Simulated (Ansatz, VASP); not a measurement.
**ZnS in VASP and in Ansatz**

```xyz
2
Lattice="0.0000 2.7452 2.7046 2.7452 0.0000 2.7046 2.7452 2.7452 0.0000" Properties=species:S:1:pos:R:3 pbc="T T T"
Zn    0.0000    0.0000    0.0000
S     4.1178    4.1178    4.0570
```

Change from the starting cell: strain +0.015 along x and y, +0.000 along z, atoms carried along.

Alike in both runs: task single point; functional PBE; k mesh 10 × 10 × 10; occupations gaussian, width 0.05 eV; no spin polarisation.

|  | VASP | Ansatz |
| --- | --- | --- |
| version | VASP 6.6.1 | Ansatz 0.2.0 |
| potentials or method | VASP PAW PBE potentials, release 64 (Zn, S) | scalar-relativistic, plane waves, PAW |
| plane-wave cutoff (eV) | 520 | 420 |
| valence electrons in the cell | 18 | 18 |

Ansatz gave:

```
gap on the k mesh at the Fermi level (eV)       : 1.94
least direct gap on the mesh (eV)               : 1.94
pressure (GPa)                                  : -0.7
largest component of the traceless stress (GPa) : 0.40
```

**Question.** What did VASP give for the same quantities?

**Answer.** gap on the k mesh at the Fermi level (eV): 1.94; least direct gap on the mesh (eV): 1.94; pressure (GPa): -0.6; largest component of the traceless stress (GPa): 0.40.

With one functional, cell and mesh, what is left measures potentials, basis and numerics.
